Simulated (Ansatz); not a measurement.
This geometry of a periodic cell of 33 atoms, Al (host Al, host structure Fm-3m, interstitial Al) is a first-order saddle point.

Computed with DFT PBE, scalar-relativistic, plane waves, PAW in Ansatz. Settings: cutoff 420 eV, k mesh 2x2x2, gaussian smearing 0.1 eV, no spin polarisation.

```xyz
33
Lattice="8.1048 0.0000 0.0000 0.0000 8.1048 0.0000 0.0000 0.0000 8.1048" Properties=species:S:1:pos:R:3
Al 4.052 0.011 0.051
Al 5.922 2.061 -0.050
Al 6.026 0.019 2.042
Al -0.001 -0.206 0.268
Al 2.182 2.061 -0.050
Al 4.052 4.122 0.155
Al 6.027 6.125 0.043
Al 2.077 0.019 2.042
Al 4.052 2.028 1.997
Al 6.095 4.032 2.039
Al 4.052 -0.093 4.045
Al 5.788 1.992 4.084
Al 5.922 0.113 6.106
Al -0.001 4.302 -0.147
Al 2.077 6.125 0.043
Al -0.001 2.068 1.295
Al 2.008 4.032 2.039
Al 4.052 6.110 2.057
Al -0.001 0.210 3.865
Al 2.315 1.992 4.084
Al 4.052 4.159 4.008
Al 6.095 6.128 4.135
Al 2.181 0.113 6.106
Al 4.052 2.052 6.115
Al 5.788 4.083 6.176
Al -0.001 5.948 2.220
Al -0.001 2.929 3.556
Al 2.008 6.128 4.135
Al -0.001 1.935 6.232
Al 2.315 4.083 6.176
Al 4.052 6.171 6.140
Al -0.001 6.872 6.099
Al -0.001 4.611 5.239
```

Problem. Which two structures does it join? (They come from a converged band through this point; their orientation in space is the band's.)

Solution. Contacts lost: Al14–Al29, Al14–Al32, Al19–Al33, Al22–Al33, Al26–Al33, Al27–Al29, Al28–Al33. Contacts made: Al14–Al33, Al19–Al26, Al19–Al32, Al25–Al33, Al26–Al27, Al29–Al33, Al30–Al33. The atom that moves furthest is Al33, by 2.90 Å; four of its nearest neighbours are Al26 2.50, Al22 2.50, Al19 2.50, Al27 2.51 Å at the first end and Al14 2.50, Al30 2.50, Al32 2.50, Al29 2.50 Å at the last.

Initial state:

```xyz
33
Lattice="8.1048 0.0000 0.0000 0.0000 8.1048 0.0000 0.0000 0.0000 8.1048" Properties=species:S:1:pos:R:3
Al 4.054 0.021 0.003
Al 6.058 2.025 0.003
Al 6.109 -0.030 2.055
Al -0.001 0.121 -0.006
Al 2.047 2.025 0.003
Al 4.054 4.031 0.003
Al 5.958 6.079 -0.006
Al 2.000 -0.026 2.051
Al 4.055 2.025 2.005
Al 6.106 4.080 2.053
Al 4.049 0.121 4.050
Al 5.957 2.028 4.050
Al 6.101 -0.023 6.055
Al -0.001 3.930 -0.006
Al 2.149 6.079 -0.006
Al -0.001 2.028 1.905
Al 2.003 4.076 2.048
Al 4.049 6.079 1.905
Al 0.003 0.484 4.057
Al 2.149 2.028 4.050
Al 4.049 3.930 4.050
Al 5.591 6.077 4.057
Al 2.008 -0.018 6.059
Al 4.054 2.025 6.099
Al 6.098 4.073 6.057
Al 0.003 6.077 1.530
Al 0.003 3.581 4.057
Al 2.493 6.077 4.057
Al -0.001 2.028 6.201
Al 2.010 4.069 6.061
Al 4.049 6.079 6.201
Al 0.003 6.077 6.538
Al -0.014 6.086 4.028
```

Final state:

```xyz
33
Lattice="8.1048 0.0000 0.0000 0.0000 8.1048 0.0000 0.0000 0.0000 8.1048" Properties=species:S:1:pos:R:3
Al 4.051 0.000 0.024
Al 6.101 2.051 -0.021
Al 6.056 0.000 2.026
Al -0.001 0.001 0.123
Al 2.000 2.052 -0.023
Al 4.052 4.053 0.123
Al 6.101 6.055 -0.022
Al 2.047 0.000 2.026
Al 4.051 2.005 2.026
Al 5.957 4.053 2.032
Al 4.051 0.000 4.033
Al 6.097 2.046 4.074
Al 5.957 0.001 6.082
Al -0.002 4.053 0.490
Al 1.999 6.054 -0.023
Al -0.001 1.906 2.032
Al 2.146 4.053 2.032
Al 4.051 6.101 2.026
Al 0.000 0.001 3.933
Al 2.005 2.047 4.075
Al 4.052 4.053 3.933
Al 6.097 6.060 4.075
Al 2.146 0.001 6.081
Al 4.052 1.906 6.082
Al 5.602 4.053 6.078
Al -0.001 6.200 2.032
Al -0.001 4.053 3.586
Al 2.004 6.058 4.076
Al -0.002 1.549 6.078
Al 2.506 4.053 6.078
Al 4.052 6.200 6.082
Al -0.002 6.558 6.078
Al 0.002 4.054 6.094
```

Problem. How far does it lie above each of them?

Solution. 0.65 eV above the first and 0.65 eV above the second. This is the barrier of this one path; another mechanism may lie lower. Limits of this set-up: coarse k mesh, a small cell, in which the defect meets its images.

Time of the run: 22 min on 2 threads of Intel(R) Xeon(R) Platinum 8488C (Sapphire Rapids), on a shared host, peak memory 2.1 GiB.
